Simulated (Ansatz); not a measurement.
# Nuclear-site quantities of Rb as the cell is scaled

```
CELL_PARAMETERS angstrom
4.62467 0.00000 0.00000
0.00000 4.62467 0.00000
0.00000 0.00000 4.62467
ATOMIC_POSITIONS crystal
Rb 0.00000 0.00000 0.00000
```

The structure comes from a relaxation in the same program, started in the sc type, and has space group Pm-3m. Whether it is a known phase or the ground state wasn't checked.

Method: DFT, PBE, all-electron PAW with datasets made for the crystal, scalar-relativistic in Ansatz 0.2.0.

Numerical set-up: a Γ-centred 10×10×10 k mesh, Fermi–Dirac smearing of 0.08 eV, cutoff 180 eV (chosen by the program for this cell), no spin polarisation.

The contact density is the mean electron density over the nuclear volume; its changes follow the s electrons' response to bonding and compression. Changes below are taken from the unscaled cell, where it is 362055 e/Å³ at Rb.

The datasets are made afresh for each cell, so very small changes are uncertain.

Task: Tabulate the changes with volume.

Result: 
```csv
V/V(cell),P (GPa),Δρ(0) Rb (e/Å³)
0.9600,0.1,0.31
1.0000,0.0,0.00
1.0400,-0.1,-0.29
```
